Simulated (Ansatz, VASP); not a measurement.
# Two plane-wave programs on Pt

```
CELL_PARAMETERS angstrom
0.00000 1.98483 1.98483
1.98483 0.00000 1.98483
1.98483 1.98483 0.00000
ATOMIC_POSITIONS crystal
Pt 0.00000 0.00000 0.00000
```

Alike in both runs: task single point; functional PBE; k mesh 7 × 7 × 7; occupations fermi-dirac, width 0.1 eV; collinear spin.

```csv
,VASP,Ansatz
version,VASP 6.6.1,Ansatz 0.2.0
potentials or method,"VASP PAW PBE potentials, release 64 (Pt)","plane waves (420 eV) with PAW, scalar-relativistic"
plane-wave cutoff (eV),520,420
valence electrons in the cell,10,18
```

```tsv
	VASP	Ansatz	Ansatz less VASP
net moment per atom (μB)	0.00	0.00	0.000
```

The functional is the same, so the differences come from potentials, cutoffs and numerics. The two sets of potentials don't hold the same shells in valence. Ansatz warned: «seeded_moment_not_kept».

Caveats: the k mesh is coarse (spacing up to 0.39 Å⁻¹), so the values aren't converged. Spin-orbit coupling is left out, which matters for the levels of Pt.
